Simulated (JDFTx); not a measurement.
GaP:

```
Ga P
1.0
     0.00000    2.72525    2.72525
     2.72525    0.00000    2.72525
     2.72525    2.72525    0.00000
Ga P
1 1
Direct
  0.00000 0.00000 0.00000
  0.75000 0.75000 0.75000
```

A run of JDFTx 1.7.0 (patched build) on this cell left the log below. Logs are shortened: lines on timing, memory, paths and dates and some standing lists are left out, and cuts for length are marked.

```text
*************** JDFTx 1.7.0 (patched build) ***************

Input parsed successfully to the following command list (including defaults):
[... the input with its defaults ...]

---------- Setting up symmetries ----------

Found 48 point-group symmetries of the bravais lattice
Found 24 space-group symmetries with basis
Applied RMS atom displacement 0 bohrs to make symmetries exact.

---------- Initializing the Grid ----------
R =
[            0      5.14998      5.14998  ]
[      5.14998            0      5.14998  ]
[      5.14998      5.14998            0  ]
unit cell volume = 273.178
G =
[  -0.610021   0.610021   0.610021  ]
[   0.610021  -0.610021   0.610021  ]
[   0.610021   0.610021  -0.610021  ]
Minimum fftbox size, Smin = [  60  60  60  ]
Chosen fftbox size, S = [  60  60  60  ]

---------- Initializing tighter grid for wavefunction operations ----------
R =
[            0      5.14998      5.14998  ]
[      5.14998            0      5.14998  ]
[      5.14998      5.14998            0  ]
unit cell volume = 273.178
G =
[  -0.610021   0.610021   0.610021  ]
[   0.610021  -0.610021   0.610021  ]
[   0.610021   0.610021  -0.610021  ]
Minimum fftbox size, Smin = [  44  44  44  ]
Chosen fftbox size, S = [  48  48  48  ]

---------- Exchange Correlation functional ----------
Initialized LibXC exchange functional 'Becke 88'
Initialized LibXC correlation functional 'Lee, Yang & Parr'

---------- Setting up pseudopotentials ----------
Width of ionic core gaussian charges (only for fluid interactions / plotting) set to 0

Reading pseudopotential file 'pseudo/Ga.upf':
  'Ga' pseudopotential, 'PBE' functional
  Generated using ONCVPSP code by D. R. Hamann
  13 valence electrons, 3 orbitals, 6 projectors, 1001 radial grid points, with lMax = 2
    3D    l: 2   occupation: 10.0   eigenvalue: -0.703915
    4S    l: 0   occupation:  2.0   eigenvalue: -0.328859
[... 55 lines left out ...]
	FillingsUpdate:  mu: +0.324345075  nElectrons: 18.000000
SCF: Cycle:  2   F: -73.615633739995175   dF: -2.637e-04   |Residual|: 6.555e-03   |deigs|: 5.909e-03
	FillingsUpdate:  mu: +0.324446669  nElectrons: 18.000000
SCF: Cycle:  3   F: -73.615644770638198   dF: -1.103e-05   |Residual|: 2.642e-03   |deigs|: 1.113e-03
	FillingsUpdate:  mu: +0.325009860  nElectrons: 18.000000
SCF: Cycle:  4   F: -73.615648347845323   dF: -3.577e-06   |Residual|: 8.910e-04   |deigs|: 8.867e-04
	FillingsUpdate:  mu: +0.325013048  nElectrons: 18.000000
SCF: Cycle:  5   F: -73.615648776667541   dF: -4.288e-07   |Residual|: 6.234e-04   |deigs|: 4.724e-04
	FillingsUpdate:  mu: +0.325081420  nElectrons: 18.000000
SCF: Cycle:  6   F: -73.615649021150745   dF: -2.445e-07   |Residual|: 7.986e-05   |deigs|: 4.358e-04
	FillingsUpdate:  mu: +0.325079773  nElectrons: 18.000000
SCF: Cycle:  7   F: -73.615649073201695   dF: -5.205e-08   |Residual|: 2.458e-05   |deigs|: 4.874e-04
	FillingsUpdate:  mu: +0.325081525  nElectrons: 18.000000
SCF: Cycle:  8   F: -73.615649095070523   dF: -2.187e-08   |Residual|: 2.630e-05   |deigs|: 5.209e-04
	FillingsUpdate:  mu: +0.325081407  nElectrons: 18.000000
SCF: Cycle:  9   F: -73.615649102682909   dF: -7.612e-09   |Residual|: 2.120e-05   |deigs|: 5.098e-04
	FillingsUpdate:  mu: +0.325081365  nElectrons: 18.000000
SCF: Cycle: 10   F: -73.615649106015894   dF: -3.333e-09   |Residual|: 2.887e-05   |deigs|: 5.610e-04
	FillingsUpdate:  mu: +0.325082301  nElectrons: 18.000000
SCF: Cycle: 11   F: -73.615649107192695   dF: -1.177e-09   |Residual|: 2.682e-05   |deigs|: 3.912e-04
	FillingsUpdate:  mu: +0.325082306  nElectrons: 18.000000
SCF: Cycle: 12   F: -73.615649107795903   dF: -6.032e-10   |Residual|: 2.234e-05   |deigs|: 4.925e-04
	FillingsUpdate:  mu: +0.325082253  nElectrons: 18.000000
SCF: Cycle: 13   F: -73.615649108068283   dF: -2.724e-10   |Residual|: 1.720e-05   |deigs|: 2.073e-04
SCF: Converged (|Delta E|<1.000000e-09 for 2 iters).

Setting wave functions to eigenvectors of Hamiltonian
Converging empty states (this may take a while):
EmptyStates: None of the convergence criteria satisfied.
|deigs|: 1.404e-03

# Stress tensor in Cartesian coordinates [Eh/a0^3]:
[ -0.000204841            0            0  ]
[            0 -0.000204841            0  ]
[            0            0 -0.000204841  ]

# Ionic positions in lattice coordinates:
ion Ga   0.000000000000000   0.000000000000000   0.000000000000000 1
ion P   0.750000000000000   0.750000000000000   0.750000000000000 1

# Forces in Cartesian coordinates:
force Ga  -0.000000000000000   0.000000000000000   0.000000000000000 1
force P   0.000000000000000  -0.000000000000000  -0.000000000000000 1

# Energy components:
   Eewald =      -48.2388119437273133
       EH =       26.1457445416652199
     Eloc =      -66.3917623352003119
      Enl =      -36.9677528244693718
      Exc =      -22.8193319858338306
 Exc_core =        9.6283520806468275
       KE =       65.0279133589215519
-------------------------------------
     Etot =      -73.6156491079972284
       TS =        0.0000000000710564
-------------------------------------
        F =      -73.6156491080682827

IonicMinimize: Iter:   0  F: -73.615649108068283  |grad|_K:       -nan
IonicMinimize: None of the convergence criteria satisfied after 0 iterations.

#--- Lowdin population analysis ---
# oxidation-state Ga +0.110
# oxidation-state P -0.060

Dumping 'run.eigStats' ...
	eMin: -0.245075 at state 20 ( [ +0.000000 +0.500000 +0.500000 ] spin 0 )
	HOMO: +0.295167 at state 0 ( [ +0.000000 +0.000000 +0.000000 ] spin 0 )
	mu  : +0.325082
	LUMO: +0.356088 at state 4 ( [ +0.000000 +0.000000 +0.500000 ] spin 0 )
	eMax: +0.751370 at state 20 ( [ +0.000000 +0.500000 +0.500000 ] spin 0 )
	HOMO-LUMO gap: +0.060921
	Optical gap  : +0.062903 at state 0 ( [ +0.000000 +0.000000 +0.000000 ] spin 0 )
WARNING: the last solve of the electrons (or of bands or displaced states from it) ended unconverged.
Done!
[note: mu as printed may lie anywhere between the filled and the empty levels]
```

Question: Write the input and the command behind it.

Answer: Single point with BLYP, no spin polarisation. The files as run (others can give the same):

GaP.in
```
lattice \
    0.0000000000     5.1499761211     5.1499761211 \
    5.1499761211     0.0000000000     5.1499761211 \
    5.1499761211     5.1499761211     0.0000000000
coords-type Lattice
ion Ga     0.0000000000     0.0000000000     0.0000000000 1
ion P      0.7500000000     0.7500000000     0.7500000000 1

ion-species pseudo/Ga.upf
ion-species pseudo/P.upf
elec-cutoff 40 320
elec-ex-corr gga-x-b88 gga-c-lyp
kpoint-folding 8 8 8
elec-smearing Fermi 0.0018374661
elec-n-bands 15
electronic-SCF nIterations 100 energyDiffThreshold 1e-09
electronic-minimize nIterations 30 energyDiffThreshold 1e-7
converge-empty-states yes
forces-output-coords Cartesian

dump-name run.$VAR
dump End Ecomponents EigStats BandEigs Kpoints Forces Stress ElecDensity
```

Potentials or basis: PseudoDojo-SR-PBE-0.5-standard.
Run with:
```console
$ jdftx -c 1 -i GaP.in -o GaP.out
```

Caveat: the empty levels aren't tightly converged.
